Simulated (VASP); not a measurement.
Input of a VASP 6.6.1 run:

The input INCAR:

```
SYSTEM = RbCl
ALGO = Normal
EDIFF = 1E-7
EDIFFG = -0.01
ENCUT = 600
GGA = PE
IBRION = 2
ISIF = 2
ISMEAR = 0
IVDW = 12
LASPH = .TRUE.
LCHARG = .FALSE.
LREAL = .FALSE.
LWAVE = .FALSE.
NELM = 80
NSW = 40
PREC = Accurate
SIGMA = 0.03
```

File KPOINTS:

```
k-points
0
G
  8 8 8
  0 0 0
```

The input POSCAR:

```
RbCl                                    
1.0
    0.0000000000      3.2744848939      3.2744848939
    3.2744848939      0.0000000000      3.2744848939
    3.2744848939      3.2744848939      0.0000000000
  Rb              Cl            
     1     1
Direct
     0.0000000000000000    0.0000000000000000    0.0000000000000000
     0.5000000000000000    0.5000000000000000    0.5000000000000000
```

Potentials or basis: VASP PAW PBE potentials, release 64 (Rb_sv, Cl).

The run is started by

```bash
$ cat potpaw_PBE.64/Rb_sv/POTCAR potpaw_PBE.64/Cl/POTCAR > POTCAR
$ mpirun -np 1 vasp_std > vasp.out
```

(1) What does it give for the dispersion energy per atom?

(2) Estimate the band gap on the k mesh.

Results:

(1) -0.184 eV.

(2) 5.05 eV, direct.

Caveat: the relaxation stopped at its first step, so nothing moved.
